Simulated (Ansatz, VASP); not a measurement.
# One calculation of Ta, two programs

INCAR

```
  ALGO = Normal
  EDIFF = 1E-7
  ENCUT = 520
  GGA = CA
  ISIF = 2
  ISMEAR = -1
  LASPH = True
  LCHARG = True
  LELF = True
  LREAL = False
  LVHAR = True
  LWAVE = False
  NBANDS = 18
  NELM = 60
  PREC = Accurate
  SIGMA = 0.1
```

Contents of KPOINTS:

```
k-points
0
Gamma
  11 11 6
```

Contents of POSCAR:

```
Ta
1.0
    2.9003720000      0.0000000000      0.0000000000
   -1.4501860000      2.5117958324      0.0000000000
    0.0000000000      0.0000000000      5.1662740000
Ta
2
Direct
    0.6666670000      0.3333330000      0.7500000000
    0.3333330000      0.6666670000      0.2500000000
```

Input for Ansatz:

```yaml
crystal:
  lattice:
    - [2.900372, 0.0, 0.0]
    - [-1.4501859999999993, 2.51179583242508, 0.0]
    - [0.0, 0.0, 5.166274]
  atoms:
    - { symbol: Ta, position: [0.666667, 0.333333, 0.75] }
    - { symbol: Ta, position: [0.333333, 0.666667, 0.25] }
kpoints:
  mp_grid:
    grid: [11, 11, 6]
hamiltonian:
  xc: lda
  pseudopotentials:
    kind: paw
scf:
  max_iter: 80
  occupations:
    method: fermi_dirac
    width: 0.1
output:
  forces: true
  stress: true
  eigenvalues: true
```

This isn't the form of Ta at room conditions, which is bcc.

Alike in both runs: task single point; functional LDA; k mesh 11 × 11 × 6; occupations fermi-dirac, width 0.1 eV; no spin polarisation.

|  | VASP | Ansatz |
| --- | --- | --- |
| version | VASP 6.6.1 | Ansatz 0.2.0 |
| potentials or method | VASP PAW LDA potentials, release 64 (Ta_pv) | plane waves, PAW |
| plane-wave cutoff (eV) | 520 | 420 |
| valence electrons in the cell | 22 | 26 |

|  | VASP | Ansatz | Ansatz less VASP |
| --- | --- | --- | --- |
| gap on the k mesh at the Fermi level (eV) | none | none | - |
| pressure (GPa) | -11.0 | -11.6 | -0.63 |
| largest component of the traceless stress (GPa) | 1.10 | 1.10 | -0.009 |

A gap of «none» marks a metal or a gap that the smearing closes. The two sets of potentials don't hold the same shells in valence. Ansatz warned: «structure_snapped_to_symmetry».

The runs have no spin-orbit coupling, so splittings on Ta are missing.
